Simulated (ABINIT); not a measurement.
Crystal: ZrB2.

```
Zr B
1.0
     3.17000    0.00000    0.00000
    -1.58500    2.74530    0.00000
     0.00000    0.00000    3.53300
Zr B
1 2
Direct
  0.00000 0.00000 0.00000
  0.66667 0.33333 0.50000
  0.33333 0.66667 0.50000
```

Base run:

```yaml
Program: ABINIT 10.8.3 (patched build)
Functional: HCTH407
Potentials_or_basis: JTH PAW PBE v2.0
Cutoff: 463 eV
k_mesh: 10 × 10 × 8
Occupations: fermi-dirac, width 0.05 eV
Spin: no spin polarisation
```

Its results: band gap on the k mesh none (metal or under the smearing width); pressure -7.4 GPa.

Question: After a change of settings the same cell gave: band gap on the k mesh none (metal or under the smearing width); pressure 0.6 GPa. Which change was it?
A. functional from HCTH407 to PBEsol; cutoff from 463 eV to 544 eV; fine-grid cutoff from 925.187 eV to 1088.46 eV
B. functional from HCTH407 to AM05
C. functional from HCTH407 to SOGGA
D. functional from HCTH407 to PBE

Answer: D.

Caveats: the PAW data sets were made with another functional, which shifts forces and pressure a little (some runs).

Not every run made on this cell is shown here.
